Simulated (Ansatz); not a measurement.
Bi2Se3 (Paraguanajuatite): projected density of states with BLYP

Crystal: Bi2Se3 (Paraguanajuatite).

```xyz
5
Lattice="2.0715 1.1960 9.5453 -2.0715 1.1960 9.5453 0.0000 -2.3920 9.5453" Properties=species:S:1:pos:R:3 pbc="T T T"
Bi    0.0000    0.0000   17.1587
Bi    0.0000    0.0000   11.4773
Se    0.0000    0.0000   22.5738
Se    0.0000    0.0000    6.0622
Se    0.0000    0.0000    0.0000
```

| Item | Value |
| --- | --- |
| Program | Ansatz 0.2.0 |
| Task | projected density of states |
| Functional | BLYP |
| Potentials or basis | Ansatz PAW |
| Cutoff | 420 eV (not typed: the program's choice for these potentials) |
| k mesh | 8 × 8 × 8 |
| Occupations | fermi-dirac, width 0.05 eV |
| Spin | no spin polarisation |

* Pressure: 6.3 GPa
* Largest force: 0.305 eV/Å
* Band gap on the k mesh: 0.27 eV, direct

Forces in eV/Å, atoms in the order of the input:
```
Bi   0.000  0.000  0.126
Bi   0.000  0.000 -0.126
Se   0.000  0.000  0.305
Se   0.000  0.000 -0.305
Se   0.000  0.000  0.000
```

Stress tensor (GPa, compression positive):
```
6.41 0.00 0.00
0.00 6.41 0.00
0.00 0.00 6.05
```

Levels at points of the mesh, in eV from the valence-band top:
```csv
k point,band 35,band 36,band 37,band 38,band 39,band 40,band 41,band 42,band 43,band 44
"(0.00, 0.00, 0.00)",-1.86,-1.86,-1.19,-1.19,0.00,0.27,1.37,1.37,2.14,2.66
"(0.00, 0.00, -0.50)",-3.00,-2.97,-2.11,-1.22,-0.54,0.87,1.90,3.01,3.13,4.08
"(0.00, -0.50, -0.50)",-2.56,-1.87,-1.85,-1.62,-0.99,1.39,1.98,2.55,2.97,3.46
"(-0.50, -0.50, -0.50)",-1.62,-1.53,-1.37,-1.37,-0.45,0.67,1.67,1.67,2.06,2.33
```

States per cell in windows of 1 eV (zero at the valence-band top; states under -8 eV left out):
```
from (eV)  total  Se 4p  Bi 6p  Se 4s  Bi 6s
     -8.0   0.00   0.00   0.00   0.00   0.00
     -7.0   0.00   0.00   0.00   0.00   0.00
     -6.0   0.32   0.17   0.13   0.01   0.00
     -5.0   2.30   1.34   0.90   0.03   0.01
     -4.0   4.37   2.78   1.43   0.09   0.04
     -3.0   4.26   2.91   1.17   0.09   0.06
     -2.0   4.32   3.71   0.38   0.05   0.12
     -1.0   2.44   2.04   0.13   0.02   0.21
      0.0   0.13   0.03   0.08   0.01   0.00
      1.0   3.00   0.86   1.86   0.16   0.02
      2.0   3.85   1.35   2.23   0.07   0.02
      3.0   3.41   1.30   1.90   0.04   0.00
      4.0   2.27   0.69   0.79   0.01   0.00
      5.0   1.33   0.05   0.05   0.00   0.00
      6.0   2.15   0.03   0.03   0.00   0.00
      7.0   2.62   0.02   0.02   0.00   0.00
```

Run time: 47 s on 2 threads of Arm Neoverse V1, on a shared host, peak memory 0.84 GiB.

Caveat: spin-orbit coupling is left out, which as a rule narrows the gap of such compounds by several tenths of an eV; the PAW data sets come from PBE, with cores solved anew for the run's functional, which leaves a small shift of forces and pressure; the density of states is complete only up to the lowest level of the last band computed. A k mesh can miss the band edges.
